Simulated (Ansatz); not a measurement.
MoS$_{2}$ at several levels of theory

One geometry, relaxed with PBE+D3(BJ), and single points on it; plane waves with PAW potentials in Ansatz, scalar-relativistic unless the row names spin-orbit coupling. Collinear spin, which adds to the cost, in r2SCAN (no moment survived); no spin polarisation in PBE+D3(BJ), LDA. Meshes are on the primitive cell of 6 atoms. Gaps are the least over mesh and band path; pressure is positive in compression. Smearing is Gaussian, 0.02 eV. Rows that don't name D3 lack it, which shows in their pressure.

```
CELL_PARAMETERS angstrom
3.14925 0.00000 0.00000
-1.57462 2.72733 0.00000
0.00000 0.00000 12.09270
ATOMIC_POSITIONS crystal
Mo 0.66667 0.33333 0.24990
Mo 0.33333 0.66667 0.75010
S 0.33333 0.66667 0.37939
S 0.66667 0.33333 0.87959
S 0.33333 0.66667 0.12041
S 0.66667 0.33333 0.62061
```

```tsv
level	cutoff (eV)	k mesh	gap (eV)	pressure (GPa)	rough cost with bands (core-min)
PBE+D3(BJ)	420	12×12×4	0.79	0.0	0.9
```

Problem. What do r2SCAN, LDA give on the same cell?

Solution.
```tsv
level	cutoff (eV)	k mesh	gap (eV)	pressure (GPa)	rough cost with bands (core-min)
r2SCAN	500	12×12×4	0.89	3.0	2.2
LDA	420	12×12×4	0.71	-3.9	1
```